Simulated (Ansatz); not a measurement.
One crystal and one scan (frozen-phonon scan) at two levels, r2SCAN (plane waves to 500 eV, PAW, scalar-relativistic; Ansatz, a quantum-chemistry and plane-wave program) and PBE (plane waves to 420 eV, PAW, scalar-relativistic; Ansatz), each from its own relaxed cell and on its own mesh. The cell shown is that of r2SCAN.

Starting cell, GeTe (alpha-GeTe type, space group R3m):

```
GeTe
1.0
    4.18701     2.41737     7.37359
    0.00000     2.41737     7.37359
    2.09351    -1.20869     7.37359
Ge Te
2 2
Cartesian
  4.18701   2.41737   9.93786
  2.09351   1.20869   6.25107
  4.18701   2.41737  15.86971
  2.09351   1.20869  12.18291
```

The atoms are displaced by Q × the pattern below (from a DFPT mode at T = (0.5, 0.5, 0.5), largest move 1; Q in Å), at fixed cell. (q is in reciprocal vectors of the primitive cell; the cell shown is doubled to hold the pattern.)

```csv
atom,x,y,z
Ge1,0.000,0.000,-0.801
Ge2,0.000,0.000,0.801
Te3,0.000,0.000,-1.000
Te4,0.000,0.000,1.000
```

GeTe was relaxed with its symmetry unable to fall. Spin-orbit coupling is left out, though Te is heavy. Percentages come from the unrounded values.

Results of r2SCAN:

| Quantity | Result |
|---|---|
| Lattice constant a (Å) | 4.187 |
| Lattice constant c (Å) | 11.06 |
| Relaxed volume (Å³/atom) | 27.99 |
| Band gap of the relaxed cell, no spin-orbit coupling (eV) | 0.64 |
| Harmonic wavenumber from the curvature (finite differences) (cm⁻¹ (negative: imaginary)) | 75 |
| Shape of the curve | a single well with its minimum at or next to zero displacement |

Q: What does PBE give for the same quantities?

A: 
```json
[
 {"quantity": "Lattice constant a (Å)", "PBE": "4.227", "r2SCAN − PBE": "-0.040 (-0.9 %)"},
 {"quantity": "Lattice constant c (Å)", "PBE": "10.92", "r2SCAN − PBE": "+0.14 (+1.3 %)"},
 {"quantity": "Relaxed volume (Å³/atom)", "PBE": "28.16", "r2SCAN − PBE": "-0.17 (-0.6 %)"},
 {"quantity": "Band gap of the relaxed cell, no spin-orbit coupling (eV)", "PBE": "0.62", "r2SCAN − PBE": "+0.02 (+3 %)"},
 {"quantity": "Harmonic wavenumber from the curvature (finite differences) (cm⁻¹ (negative: imaginary))", "PBE": "82", "r2SCAN − PBE": "-7 (-9 %)"}
]
```

r2SCAN gives the higher value for: lattice constant c. r2SCAN gives the lower value for: lattice constant a; relaxed volume; harmonic wavenumber from the curvature. Both give the same shape of the curve: a single well with its minimum at or next to zero displacement.

(For displaced atoms, the force is minus the slope of the energy, and its curvature is a force constant, which sets phonon frequencies.)
